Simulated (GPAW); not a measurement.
Crystal: In.

```xyz
1
Lattice="-1.8825 1.8825 1.8825 1.8825 -1.8825 1.8825 1.8825 1.8825 -1.8825" Properties=species:S:1:pos:R:3 pbc="T T T"
In    0.0000    0.0000    0.0000
```

This isn't the form of In at room conditions, which is tetragonal.

* Program: GPAW 26.7.0
* Task: relaxation of cell and atoms
* Functional: LDA
* Potentials or basis: the program's PAW data sets (release 1.2.1) made for this functional
* Cutoff: 600 eV
* Basis: pw
* k mesh: 10 × 10 × 10
* Occupations: fermi-dirac, width 0.05 eV
* Spin: no spin polarisation

At the start: pressure -3.1 GPa; volume 26.69 Å³/atom.

Where does the relaxation end?

Over 4 steps the energy falls by 21.0 meV/atom and the volume is 24.65 Å³/atom (-7.6 %); space group Im-3m (No. 229, to 0.05 Å).

The path:
| step | energy change (eV) | largest force (eV/Å) | pressure (GPa) | volume (Å³) |
| --- | --- | --- | --- | --- |
| 1 | 0.0000 | 0.0000 | -3.14 | 26.69 |
| 2 | -0.0099 | 0.0000 | -2.38 | 26.09 |
| 3 | -0.0208 | 0.0000 | 0.34 | 24.46 |
| 4 | -0.0210 | 0.0000 | -0.03 | 24.65 |

Final structure:
```xyz
1
Lattice="-1.8333 1.8333 1.8333 1.8333 -1.8333 1.8333 1.8333 1.8333 -1.8333" Properties=species:S:1:pos:R:3 pbc="T T T"
In    0.0000    0.0000    0.0000
```

Caveat: later steps reuse the first step's grids.
